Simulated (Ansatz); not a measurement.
The system is Pb.

```
CELL_PARAMETERS angstrom
3.48000 0.00000 0.00000
-1.74000 3.01377 0.00000
0.00000 0.00000 5.59000
ATOMIC_POSITIONS crystal
Pb 0.66667 0.33333 0.75000
Pb 0.33333 0.66667 0.25000
```

This isn't the form of Pb at room conditions, which is fcc.

* Program: Ansatz 0.2.0
* Task: relaxation of cell and atoms
* Functional: PBE0
* Potentials or basis: Ansatz PAW
* Cutoff: 420 eV (not typed: the program's choice for these potentials)
* k mesh: 5 × 5 × 3
* Occupations: fermi-dirac, width 0.05 eV
* Spin: no spin polarisation

At the start: volume 29.31 Å³/atom.

Task: Where does the relaxation end?

Result: It ends after 5 steps and the volume is 31.07 Å³/atom (+6.0 %); space group P6_3/mmc (No. 194, to 0.05 Å).

Step by step:
| step | energy change (eV) | largest force (eV/Å) | volume (Å³) |
| --- | --- | --- | --- |
| 1 | 0.0000 | 0.0000 | 58.63 |
| 2 | -0.0335 | 0.0000 | 62.89 |
| 3 | -0.0350 | 0.0000 | 62.21 |
| 4 | -0.0350 | 0.0000 | 62.13 |
| 5 | -0.0353 | 0.0000 | 62.13 |

Final structure:
```cif
data_structure
_symmetry_space_group_name_H-M 'P 1'
_symmetry_Int_Tables_number 1
_cell_length_a 3.5779
_cell_length_b 3.5779
_cell_length_c 5.6046
_cell_angle_alpha 90.000
_cell_angle_beta 90.000
_cell_angle_gamma 120.000
_cell_volume 62.13
loop_
_atom_site_label
_atom_site_type_symbol
_atom_site_fract_x
_atom_site_fract_y
_atom_site_fract_z
_atom_site_occupancy
Pb1 Pb 0.66667 0.33333 0.75000 1
Pb2 Pb 0.33333 0.66667 0.25000 1
```

Caveat: the k mesh is coarse (spacing up to 0.42 Å⁻¹), so the values aren't converged, least of all with exact exchange; the plane-wave basis is chosen anew once the cell has moved, so the energies of steps on either side of that aren't comparable; the PAW data sets come from PBE, with cores solved anew for the run's functional, which leaves a small shift of forces and pressure.
